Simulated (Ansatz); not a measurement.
# SiC: the cost of one run

Program: Ansatz 0.2.0. Level of theory: DFT PBE, scalar-relativistic, plane waves, PAW. These are calculated values, not measurements.

The COD entry's cell or inner coordinates are ideal or old and differ from later refinements, so a difference from it is no clean test against experiment.

2 further runs of the same task are left out: 2 set aside as unsound or not needed.

**1. The structure to begin with**

It takes space group F-43m (No. 216, cubic). The conventional cell has a = 4.380 Å, b = 4.380 Å, c = 4.380 Å, α = 90.00°, β = 90.00°, γ = 90.00°. Si (site symmetry -43m) is surrounded by 4 C at 1.90 Å. C (site symmetry -43m) has 4 Si at 1.90 Å as nearest neighbours.

As a file:

```
Si C
1.0
     0.00000    2.18983    2.18983
     2.18983    0.00000    2.18983
     2.18983    2.18983    0.00000
Si C
1 1
Direct
  0.00000 0.00000 0.00000
  0.75000 0.75000 0.75000
```

It is the result of an earlier relaxation at this level (volume 10.50 Å³/atom; gap on the mesh: 1.37 eV).

**2. What is varied**

The energy is mapped over two homogeneous strains; x, y and z are the crystal's own axes (z along the conventional c), which in the input's Cartesian frame point along (1.00, 0.00, 0.00), (0.00, 0.00, -1.00), (0.00, 1.00, 0.00).

First coordinate, strain +e along x and -e along y: 9 values from −7.00 %. Second coordinate, strain +e along z and -e/2 along x and y: 9 values from −4 to 4 %.

Nothing else is relaxed (symmetry fixes all fractional coordinates). Energies count from the relaxed crystal. Points are written as (first, second).

**3. The run at (0.00 %, −4 %)**

File input.yaml:

```yaml
crystal:
  lattice:
    - [0.0, 2.1022340578, 2.2336236864]
    - [2.2336236864, 0.0, 2.2336236864]
    - [2.2336236864, 2.1022340578, 0.0]
  atoms:
    - { symbol: Si, position: [0.0, 0.0, 0.0] }
    - { symbol: C, position: [0.75, 0.75, 0.75] }
basis:
  ecutwfc: 520.0
kpoints:
  mp_grid: { grid: [10, 10, 10] }
hamiltonian:
  xc: pbe
  pseudopotentials: { kind: paw, azcp: { folder: soft_1 } }
scf:
  occupations: { method: gaussian, width: 0.05 }
output:
  forces: true
  stress: true
  eigenvalues: true
```

Command:

```console
ansatz run input.yaml --threads 1 --pin off --max-ram 2048MiB --backend cpu --events-out ev --progress --plain --runs-dir out
```

Q: Estimate wall time and peak memory on 1 thread of Arm Neoverse N1, shared host.

About 5 s, with a peak of 0.28 GiB.
